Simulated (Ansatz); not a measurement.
We consider zinc-blende AlSb, described by PBE0 in Ansatz (PAW).

Numerical settings: plane-wave cutoff 520 eV, 8×8×8 k mesh, finite displacements, scalar-relativistic PAW data made under PBE.

Computed at the level's own relaxed cell.

Harmonic phonon frequencies (cm⁻¹; i marks an imaginary mode; at Γ without the LO shift):

```
q point        frequencies
-------  -----------------
Γ        0 0 0 321 321 321
X                        ?
L                        ?
```

Task: Some entries are withheld; supply them.

Result: 
- X, frequencies: 72 72 157 293 293 347
- L, frequencies: 54 54 154 310 310 330

Measured, for comparison: zone-centre TO phonon frequency 323 cm⁻¹ (temperature not stated, not corrected to a static lattice; as tabulated in Giannozzi et al., Phys. Rev. B (1991)). Computed (rounded) less measured: zone-centre TO phonon frequency -0.6 %.

No imaginary mode appears at these points.

Ansatz is a quantum-chemistry and plane-wave program.
